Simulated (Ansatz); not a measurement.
MgI2 (layers cut from the bulk crystal), computed twice by G0W0.

The cell holds 6 atoms: 4 I and 2 Mg. Its edges and angles: a = 4.130 Å, b = 4.130 Å, c = 43.600 Å, α = 90.0°, β = 90.0°, γ = 120.0°. It derives from MgI2. Regions: layer 1, 3 atoms (2 I and 1 Mg); layer 2, 3 atoms (2 I and 1 Mg). Vacuum lies along c.

```xyz
6
Lattice="4.1297 0.0000 0.0000 -2.0648 3.5764 0.0000 0.0000 0.0000 43.6000" Properties=species:S:1:pos:R:3
I     2.0648    1.1921   16.6975
Mg    0.0000    0.0000   18.3786
I     0.0000    2.3843   20.0557
I     2.0648    1.1921   23.5443
Mg    0.0000    0.0000   25.2214
I     0.0000    2.3843   26.9025
```

The structure was relaxed with PBE-D3(BJ). The runs that relaxed it are not among those shown. Spin-orbit coupling is left out unless a run names it.

The first (Ansatz 0.2.0; start PBE, 6×6×1 mesh, 766 empty bands, screening to 65 eV, PAW set soft_1 files; 1 × NVIDIA H100 80GB HBM3 (shared by 6 runs) with 3 threads of AMD EPYC 7R13 (Zen 3), shared host) gave, on its mesh: starting gap 3.60 eV, G0W0 gap 5.49 eV, mean of 1 + 4πα/V (set by the cell height) 1.74, 78 s.

The second gave: starting gap 3.60 eV, G0W0 gap 5.36 eV, mean of 1 + 4πα/V (set by the cell height) 1.75, 22 s.

Q: What was changed in the input? Choose among start, files, mesh, bands and cutoff, frequency model or another key.

Changed: empty bands from 766 to 315 and screening cutoff (eV) from 65.0 to 36. The starting gap stayed, which rules out the functional and points to the GW step. Other changes could give like numbers; this is the one that was made.

Limits: not at the basis limit; coarse mesh for a sheet; no spin-orbit coupling.

[Paths, hosts, dates, memory and timing lines, banners, echoed tables and standing remarks are left out of the program output.]

[Logs are printed without paths, hosts, clocks, repeated set-up lines and the standing remarks that a program may print on its own settings, such as how far it seeks lower states.]

[Runs of the session that timed out or met a known fault of the program may be left out.]

[Cells called generated may have been cut or substituted from an entry of the Crystallography Open Database or the Materials Project.]

[Hosts, paths, dates, database ids (printed as entryN), source tags and the programs' standing remarks are cut or masked in the printed files.]
